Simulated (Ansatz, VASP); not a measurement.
This is a calculation of Si for VASP 6.6.1.

File INCAR:

```
SYSTEM = Si
PREC = Accurate
ENCUT = 520
EDIFF = 1E-7
ISMEAR = -1
SIGMA = 0.05
LREAL = .False.
LASPH = .True.
NELM = 60
ALGO = Normal
ISIF = 2
LWAVE = .False.
LCHARG = .False.
GGA = PE
NBANDS = 11
```

KPOINTS

```
regular mesh
0
Gamma
  8 8 8
  0 0 0
```

Contents of POSCAR:

```
Si
1.0
    0.0000000000      2.6662876123      2.6662876123
    2.6662876123      0.0000000000      2.6662876123
    2.6662876123      2.6662876123      0.0000000000
Si
2
Direct
    0.5000000000      0.5000000000      0.5000000000
    0.7500000000      0.7500000000      0.7500000000
```

Potentials or basis: VASP PAW PBE potentials, release 64 (Si).

Launch:

```bash
$ cat potpaw_PBE.64/Si/POTCAR > POTCAR
$ mpirun -np 1 vasp_std > vasp.out
```

Task: Translate it to Ansatz 0.2.0. Potentials there: Ansatz PAW soft_1.

Result: As run (the cutoff follows the program's own potentials):

Contents of input.yaml:

```yaml
crystal:
  lattice:
    - [0.0, 2.6662876123, 2.6662876123]
    - [2.6662876123, 0.0, 2.6662876123]
    - [2.6662876123, 2.6662876123, 0.0]
  atoms:
    - { symbol: Si, position: [0.5, 0.5, 0.5] }
    - { symbol: Si, position: [0.75, 0.75, 0.75] }
hamiltonian:
  xc: pbe
  pseudopotentials: { kind: paw, azcp: { folder: soft_1 } }
kpoints:
  mp_grid: { grid: [8, 8, 8] }
scf:
  occupations: { method: fermi_dirac, width: 0.05 }
output:
  forces: true
  stress: true
  eigenvalues: true
```

Potentials or basis: Ansatz PAW soft_1.

Command:

```sh
$ ansatz run input.yaml --threads 1 --pin off --max-ram 3584MiB --backend cpu --events-out ev --progress --plain --runs-dir out
```

Both were run:

|  | VASP | Ansatz | Ansatz less VASP |
| --- | --- | --- | --- |
| gap on the k mesh at the Fermi level (eV) | 0.52 | 0.52 | -0.002 |
| least direct gap on the mesh (eV) | 2.59 | 2.58 | -0.006 |
| pressure (GPa) | 7.9 | 8.0 | +0.08 |

A k mesh can miss the band edges.
